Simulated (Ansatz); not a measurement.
## A convergence test on GaP (F-43m): k mesh of the density

How far can the k mesh of the density be lowered for the gap of GaP (F-43m)?

Program: Ansatz 0.2.0. Level of theory: DFT, PBE, plane waves, PAW. Results are calculated unless marked as measured.

### Step 1. Starting point

It takes space group F-43m (No. 216, cubic). The conventional cell has a = 5.451 Å, b = 5.451 Å, c = 5.451 Å, α = 90.00°, β = 90.00°, γ = 90.00°. Ga has 4 P at 2.36 Å nearest. Nearest to P lie 4 Ga at 2.36 Å. Farther neighbours are not listed.

The cell and positions come from the Crystallography Open Database and are kept as given unless a step says otherwise. The default PAW set here is soft_2. Its files were made with PBE.

### Step 2. k mesh of the density: 2×2×2

The input, input.yaml:

```yaml
crystal:
  lattice:
    - [0.0, 2.72525, 2.72525]
    - [2.72525, 0.0, 2.72525]
    - [2.72525, 2.72525, 0.0]
  atoms:
    - { symbol: Ga, position: [0.0, 0.0, 0.0] }
    - { symbol: P, position: [0.25, 0.25, 0.25] }
kpoints:
  mp_grid: { grid: [2, 2, 2] }
  band_path:
    path:
      - [0.0, 0.0, 0.0]
      - [-0.5, -0.5, 0.0]
      - [-0.375, -0.375, 0.25]
      - [-0.375, 0.0, 0.375]
      - [0.0, 0.0, 0.5]
      - [-0.5, -0.25, 0.25]
      - [-0.45, -0.45, 0.0]
    npoints: 1
hamiltonian:
  xc: pbe
scf:
  occupations: { method: fixed }
  n_extra_bands: 4
output:
  eigenvalues: true
```

The run is started by

```console
$ ansatz run input.yaml --threads 2 --pin off --max-ram 92160MiB --backend cuda --events-out ev --progress --plain --runs-dir out --devices 1 --max-vram 13GiB  # rebuilt from the run's record
```

Numbers of over 12 decimals in the logs are rounded to 6 here.

Output:

```text
scf.n_extra_bands = 4 over 9 filled bands (N_el = 18.0): the run solves 13 bands
GPUs: using 1 of 1 available (devices: 1).
Engine: ansatz 0.2.0, x86_64-unknown-linux-gnu
Pseudopotentials: kind: paw
Pseudopotential: Ga, paw, valence charge 13, recommended cutoff 420 eV (normal), Ga.paw.azcp
Pseudopotential: P, paw, valence charge 5, recommended cutoff 420 eV (normal), P.paw.azcp
Functional definition: PBE
  parameter kappa = 0.804
  parameter beta = 0.066725
  exchange = pbe_x(kappa = kappa, mu = beta*pi^2/3)
  correlation = pbe_c(beta = beta)
device memory: the entry about to start is reckoned to put 0.9 GiB on a device that reports 61.9 GiB free (of which the cap on the GPU budget leaves the run 13.0 GiB)
GPU FFT provider: cuFFT
GPU libraries: cuBLAS 13.8.2, cuFFT 12.4.0, cuSOLVER 12.3.4
Crystal: 2 atoms, lattice volume = 40.481 Å³
Basis set: ecut = 420 eV, 749 PW (Γ)
Bands: 13, of which v1, the nominal top of the filled ones, is band 9 counted from 1 (8 counted from 0)
Symmetry: 24 space group operations
Space group: F-43m (ITA 216), of the structure as read, at distance tolerance 3.4e-5 Å
k-points: 3 of 8
Non-local potential: Ga, projectors of the file, l = 0: 2, l = 1: 2, l = 2: 3, l = 3: 1
Non-local potential: P, projectors of the file, l = 0: 2, l = 1: 2, l = 2: 2
PAW form: soft (Blöchl's): semilocal exchange-correlation on the pseudo side does not see the compensation charge
PAW one-centre angular grid: Ga, 590 points (default); XC on 64 Gauss nodes
PAW one-centre angular grid: P, 110 points (default); XC on 64 Gauss nodes
Initial density: superposition of atomic densities (neutral atoms: chi_scale 0, normalization atom), corrected by the library's trained network
Initial wavefunctions: pseudopotential atomic-orbital guess
GPU buffer pool allocated for 19683 grid points (all kernels)
GPU transforms: local potential and band sums: pruned to the plane-wave sphere, on 25×25×25
Functional: x = pbe(κ = 0.804, μ = 0.219515), c = pbe(β = 0.066725)
SCF iter   1: F=—  HF=-4537.364084 eV  |F-HF|=—  |Δ(HF+E_count)|=         —  Δρ=1.71e-2  dr2=1.75e-1  ethr=1.77e-3  ⟨swp⟩=5.0  Hψ=208  notcnv=0  defer=5
preconditioner: auto → none  [insulator: Δε(μ)=1.644 eV  Ē_g=15.357 eV  n_scr=14 (ndim 8)  ℏωp=24.8 eV  f_vac=0.011  ε∞_Penn≈3.6]
SCF iter   2: F=—  HF=-4537.317363 eV  |F-HF|=—  |Δ(HF+E_count)|=   4.67e-2  Δρ=5.69e-3  dr2=1.17e-2  ethr=9.72e-4  ⟨swp⟩=2.3  Hψ=77  notcnv=0  defer=3
SCF iter   3: F=—  HF=-4537.317975 eV  |F-HF|=—  |Δ(HF+E_count)|=   6.12e-4  Δρ=2.20e-3  dr2=1.85e-3  ethr=6.52e-5  ⟨swp⟩=3.3  Hψ=79  notcnv=0  defer=4
SCF iter   4: F=—  HF=-4537.318787 eV  |F-HF|=—  |Δ(HF+E_count)|=   8.12e-4  Δρ=9.49e-4  dr2=2.10e-4  ethr=1.03e-5  ⟨swp⟩=2.7  Hψ=78  notcnv=0  defer=5
SCF iter   5: F=—  HF=-4537.318708 eV  |F-HF|=—  |Δ(HF+E_count)|=   7.91e-5  Δρ=1.86e-4  dr2=7.87e-6  ethr=1.17e-6  ⟨swp⟩=2.0  Hψ=75  notcnv=0  defer=3
SCF iter   6: F=—  HF=-4537.318618 eV  |F-HF|=—  |Δ(HF+E_count)|=   8.94e-5  Δρ=2.36e-5  dr2=1.07e-7  ethr=4.37e-8  ⟨swp⟩=2.0  Hψ=53  notcnv=0  defer=2
SCF iter   7: F=-4537.318618 eV  HF=-4537.318618 eV  |F-HF|=1.38e-9  |Δ(HF+E_count)|=   3.44e-8  Δρ=1.53e-6  dr2=9.03e-10  ethr=5.56e-10  ⟨swp⟩=6.3  Hψ=198  notcnv=0
SCF 1 converged in 7 iterations: F = -4537.318618 eV  dr2 = 9.03e-10
[...]
device memory: the entry about to start is reckoned to put 0.5 GiB on a device that reports 69.5 GiB free (of which the cap on the GPU budget leaves the run 13.0 GiB)
NSCF: frozen V_eff on 7 k-points
SCF converged after 7 iterations
Free energy (F): -4537.318618 eV
Harris-Foulkes:  -4537.318618 eV  (|F-HF|=1.38e-9)
Internal energy: -4537.318618 eV  (E = F + TS)
E sigma→0 (E₀):  -4537.318618 eV
Fermi energy:    7.453565 eV
--- Per-component energies (eV) ---
  E_band       = -53.869582
  E_kinetic    = 191.180026
  E_local      = -2206.244948  (includes V_loc(G=0)·N_el)
  E_nonlocal   = 460.832932
  E_hartree    = 1021.860111
  E_xc         = -131.137669
  E_vxc        = -119.570199  (∫ρ·V_xc dr)
  E_paw        = -2561.164021  (= ΣΔE_a)
  E_vpaw       = -423.786564  (= ΣTr[D̂ρ^β])
  E_aug_tail   = -0.000105  (compensation charges beyond the density's cutoff)
  E_ewald      = -1312.644944
  E_smearing   = -0.000000  (= −TS)
  E_closure    = 0.000000  (closes the sum)
  Σ components = -4537.318618   (vs F -4537.318618, Δ=0.00e0)
--- Band table (eV) ---
  k-point 0: bands = [... 5 lower, -5.1053, 7.4536, 7.4536, 7.4536, 9.2159, 11.0990, 11.0990, 11.0990]
  k-point 1: bands = [... 5 lower, -2.9972, 0.6565, 6.2843, 6.2843, 8.9885, 11.9490, 11.9490, 15.6345]
  k-point 2: bands = [... 5 lower, -2.0420, 0.4969, 4.6719, 4.6719, 8.9161, 9.1204, 17.8977, 17.8977]
```

It took 2.2 s on 1 × NVIDIA H100 80GB HBM3 (shared by 6 runs) with 2 threads of AMD EPYC 7R13 (Zen 3), shared host; peak memory 0.88 GiB.

In the SCF lines HF is the Harris–Foulkes energy and dr2 the Hartree energy of the density residual, in eV; the loop may stop once dr2 is under the threshold and the program's other checks hold. Hψ counts applications of the Hamiltonian.

Numbers from this step:

* gap: 1.418 eV
* valence top at: Γ
* conduction bottom at: k = (-0.450, -0.450, 0.000)
* least direct gap: 1.762 eV

The gap is indirect, with the least direct gap 0.34 eV higher.

### Step 3. k mesh of the density: 4×4×4

Changes to input.yaml since step 2:

```diff
@@ -9,3 +9,3 @@
 kpoints:
-  mp_grid: { grid: [2, 2, 2] }
+  mp_grid: { grid: [4, 4, 4] }
   band_path:
@@ -27 +27,5 @@
   eigenvalues: true
+  write_density: true
+  write_potential: true
+  elf: true
+  volumetric_format: npy
```

Output:

```text
[...]
GPUs: using 1 of 1 available (devices: 1).
[...]
GPU FFT provider: cuFFT
GPU libraries: cuBLAS 13.8.2, cuFFT 12.4.0, cuSOLVER 12.3.4
Crystal: 2 atoms, lattice volume = 40.481 Å³
Basis set: ecut = 420 eV, 749 PW (Γ)
Bands: 13, of which v1, the nominal top of the filled ones, is band 9 counted from 1 (8 counted from 0)
[... 1 set-up line as in the run before ...]
[...]
Fermi energy:    7.131628 eV
[...]
--- Band table (eV; the first three rows and the last of 8) ---
  k-point 0: bands = [... 5 lower, -5.3690, 7.1316, 7.1316, 7.1316, 8.9509, 10.9864, 10.9864, 10.9864]
  k-point 1: bands = [... 5 lower, -4.5925, 3.2440, 6.4645, 6.4645, 9.2706, 11.8439, 11.8439, 13.4732]
  k-point 2: bands = [... 5 lower, -3.2973, 0.4779, 6.0070, 6.0070, 8.7872, 11.8176, 11.8176, 15.3976]
  k-point 7: bands = [... 5 lower, -2.2986, 0.5580, 3.5434, 3.6948, 11.8190, 11.9815, 13.2063, 13.2586]
[key lines of the parts left out:]
SCF converged after 6 iterations
Free energy (F): -4539.408063 eV
```

Run time: 4.1 s. Hardware: 1 × NVIDIA H100 80GB HBM3 (shared by 6 runs) with 2 threads; peak memory 0.9 GiB; 4.1 s of CPU time.

This step gave:

```
gap                  : 1.578 eV
valence top at       : Γ
conduction bottom at : k = (-0.450, -0.450, 0.000)
least direct gap     : 1.819 eV
```

The gap is 1.578 eV, +0.160 eV from the run before at this level.

### Step 4. k mesh of the density: 8×8×8 (the default)

input.yaml, the sections that differ from step 3:

```yaml
kpoints:
  mp_grid: { grid: [8, 8, 8] }
  band_path:
    path:
      - [[0.0, 0.0, 0.0], [-0.5, -0.5, 0.0], [-0.375, -0.375, 0.25]]
      - [[-0.375, 0.0, 0.375], [0.0, 0.0, 0.0], [0.0, 0.0, 0.5], [-0.5, -0.25, 0.25], [-0.5, -0.5, 0.0]]
    npoints: 10
scf:
  occupations: { method: fermi_dirac, width: 0.02 }
  n_extra_bands: 4
# crystal, hamiltonian, output: as in step 3
```

Output:

```text
[...]
GPUs: using 1 of 1 available (devices: 1).
[...]
GPU FFT provider: cuFFT
GPU libraries: cuBLAS 13.8.2, cuFFT 12.4.0, cuSOLVER 12.3.4
Crystal: 2 atoms, lattice volume = 40.481 Å³
Basis set: ecut = 420 eV, 749 PW (Γ)
Bands: 13, of which v1, the nominal top of the filled ones, is band 9 counted from 1 (8 counted from 0)
[... 1 set-up line as in the run before ...]
[...]
Fermi energy:    7.896718 eV
[...]
--- Band table (eV; the first three rows and the last of 29) ---
  k-point 0: bands = [... 5 lower, -5.4064, 7.0860, 7.0860, 7.0860, 8.9143, 10.9710, 10.9710, 10.9710]
  k-point 1: bands = [... 5 lower, -5.2039, 5.4583, 6.8561, 6.8561, 9.5377, 11.3201, 11.3201, 11.5529]
  k-point 2: bands = [... 5 lower, -4.6303, 3.2111, 6.4234, 6.4234, 9.2434, 11.8254, 11.8254, 13.4328]
  k-point 28: bands = [... 5 lower, -2.3485, 0.5382, 3.5112, 3.6661, 11.7870, 11.9484, 13.1883, 13.2302]
[key lines of the parts left out:]
SCF converged after 6 iterations
Free energy (F): -4539.547886 eV
```

Elapsed: 2.5 s, on 1 × NVIDIA H100 80GB HBM3 (shared by 6 runs) with 2 threads; peak memory 0.91 GiB.

This step gave:

```
gap                  : 1.603 eV
valence top at       : Γ
conduction bottom at : k = (-0.450, -0.450, 0.000)
least direct gap     : 1.828 eV
```

The gap is 1.603 eV, +0.025 eV from the run before at this level.

### Step 5. k mesh of the density: 10×10×10

input.yaml, the sections that differ from step 4:

```yaml
kpoints:
  mp_grid: { grid: [10, 10, 10] }
  band_path:
    path:
      - [0.0, 0.0, 0.0]
      - [-0.5, -0.5, 0.0]
      - [-0.375, -0.375, 0.25]
      - [-0.375, 0.0, 0.375]
      - [0.0, 0.0, 0.5]
      - [-0.5, -0.25, 0.25]
      - [-0.45, -0.45, 0.0]
    npoints: 1
scf:
  occupations: { method: fixed }
  n_extra_bands: 4
output:
  eigenvalues: true
# crystal, hamiltonian: as in step 4
```

Output:

```text
[...]
GPUs: using 1 of 1 available (devices: 1).
[...]
GPU FFT provider: cuFFT
GPU libraries: cuBLAS 13.8.2, cuFFT 12.4.0, cuSOLVER 12.3.4
Crystal: 2 atoms, lattice volume = 40.481 Å³
Basis set: ecut = 420 eV, 749 PW (Γ)
Bands: 13, of which v1, the nominal top of the filled ones, is band 9 counted from 1 (8 counted from 0)
[... 1 set-up line as in the run before ...]
[...]
Fermi energy:    7.084723 eV
[...]
--- Band table (eV; the first three rows and the last of 47) ---
  k-point 0: bands = [... 5 lower, -5.4074, 7.0847, 7.0847, 7.0847, 8.9134, 10.9706, 10.9706, 10.9706]
  k-point 1: bands = [... 5 lower, -5.2771, 5.9009, 6.9303, 6.9303, 9.4822, 11.2071, 11.2071, 11.2964]
  k-point 2: bands = [... 5 lower, -4.8999, 4.0929, 6.5955, 6.5955, 9.4098, 11.6651, 11.6651, 12.6243]
  k-point 46: bands = [... 5 lower, -2.3590, 0.5153, 3.5858, 3.7242, 11.1719, 11.3342, 13.8914, 13.9102]
[key lines of the parts left out:]
SCF converged after 6 iterations
Free energy (F): -4539.549882 eV
```

Elapsed: 2.7 s, on 1 × NVIDIA H100 80GB HBM3 (shared by 6 runs) with 2 threads; peak memory 0.88 GiB.

Numbers from this step:

| Item | Value |
| --- | --- |
| gap | 1.604 eV |
| valence top at | Γ |
| conduction bottom at | k = (-0.450, -0.450, 0.000) |
| least direct gap | 1.829 eV |

The gap is 1.604 eV, +0.001 eV from the run before at this level.

### Step 6. The series

Differences are against the last row; a negative gap means that bands overlap, and a run with a band path holds that path's time. Times are wall times on 1 × NVIDIA H100 80GB HBM3 (shared by 6 runs) with 2 threads of AMD EPYC 7R13 (Zen 3), shared host, good to a factor of about two.

```
k mesh of the density  gap (eV)  direct gap (eV)  gap error (eV)  energy error (meV/atom)  irreducible k   time
                2×2×2     1.418            1.762          −0.186                  +1115.6              3  2.2 s
                4×4×4     1.578            1.819          −0.025                    +70.9              8  4.1 s
                8×8×8     1.603            1.828          −0.001                     +1.0             29  2.5 s
             10×10×10     1.604            1.829          +0.000                     +0.0             47  2.7 s
```

### Step 7. Summary of results

* 2×2×2: 1.418 eV
* 4×4×4: 1.578 eV
* 8×8×8: 1.603 eV
* 10×10×10: 1.604 eV

What this shows: The gap holds to 0.02 eV from 8×8×8 on. At 2×2×2 the gap is off by −0.186 eV and the energy by +1116 meV/atom. The gap is read over the mesh and added points near the edges, so meshes differ mainly through the density and, for a hybrid, the exchange operator.

[Paths, hosts, dates, memory and timing lines, banners, echoed tables and standing remarks are left out of the program output.]

[Logs are printed without paths, hosts, clocks, repeated set-up lines and the standing remarks that a program may print on its own settings, such as how far it seeks lower states.]

[Runs of the session that timed out or met a known fault of the program may be left out.]

[Cells called generated may have been cut or substituted from an entry of the Crystallography Open Database or the Materials Project.]

[Hosts, paths, dates, database ids (printed as entryN), source tags and the programs' standing remarks are cut or masked in the printed files.]
